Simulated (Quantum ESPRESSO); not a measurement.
Crystal: FePt (Tetraferroplatinum).

```
Pt Fe
1.0
     2.72350    0.00000    0.00000
     0.00000    2.72350    0.00000
     0.00000    0.00000    3.72000
Pt Fe
1 1
Direct
  0.50000 0.50000 0.50000
  0.00000 0.00000 0.00000
```

Base run:

| Item | Value |
| --- | --- |
| Program | Quantum ESPRESSO 7.5 |
| Functional | LDA |
| Potentials or basis | PseudoDojo 0.4.1 SR LDA standard |
| Cutoff | 1225 eV |
| Density cutoff | 4898 eV |
| k mesh | 10 × 10 × 7 |
| Occupations | fermi-dirac, width 0.05 eV |
| Spin | collinear spin, ferromagnetic start |
| Starting moments | [0.0, 3.0] μB |

Its results: band gap on the k mesh none (metal or under the smearing width); pressure -12.6 GPa; net moment 3.25 μB per cell; site moments Pt +0.38; Fe +2.90 μB.

Q: The run is repeated on the same cell with these changes: functional from LDA to PBEsol; potentials or basis from PseudoDojo 0.4.1 SR LDA standard to PseudoDojo 0.4.1 SR PBEsol standard. What comes out?

A: Band gap on the k mesh none (metal or under the smearing width); pressure -5.5 GPa; net moment 3.34 μB per cell; site moments Pt +0.39; Fe +3.00 μB.

Not every run made on this cell is shown here.
